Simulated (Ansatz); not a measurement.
The system is ZnSe (Stilleite).

```
CELL_PARAMETERS angstrom
0.00000 2.83380 2.83380
2.83380 0.00000 2.83380
2.83380 2.83380 0.00000
ATOMIC_POSITIONS crystal
Se 0.75000 0.75000 0.75000
Zn 0.00000 0.00000 0.00000
```

Base run:

- Program: Ansatz 0.2.0
- Functional: r2SCAN
- Potentials or basis: Ansatz PAW
- Cutoff: 500 eV
- Density cutoff: 2000 eV
- k mesh: 8 × 8 × 8
- Occupations: fermi-dirac, width 0.05 eV
- Spin: no spin polarisation

Its results: band gap on the k mesh 1.86 eV, direct; pressure -0.1 GPa.

Question: After a change of settings the same cell gave: band gap on the k mesh 1.41 eV, direct; pressure 3.7 GPa. Which change was it?
A. functional from r2SCAN to revPBE; cutoff from 500 eV to 420 eV; density cutoff from 2000 eV to 1680 eV
B. functional from r2SCAN to PBE; cutoff from 500 eV to 420 eV; density cutoff from 2000 eV to 1680 eV; k mesh from 8 × 8 × 8 to 14 × 14 × 14
C. functional from r2SCAN to PBE; cutoff from 500 eV to 420 eV; density cutoff from 2000 eV to 1680 eV; occupations from fermi-dirac, width 0.05 eV to gaussian, width 0.024 eV
D. functional from r2SCAN to SVWN5; cutoff from 500 eV to 420 eV; density cutoff from 2000 eV to 1680 eV

Answer: A.

r2SCAN gives the wider gap, since meta-GGAs in the generalised Kohn-Sham scheme recover part of the derivative discontinuity.

Caveats: the PAW data sets come from PBE, with cores solved anew for the run's functional, which leaves a small shift of forces and pressure; the potentials were made for another functional, which shifts forces and pressure (some runs).

Not every run made on this cell is shown here.
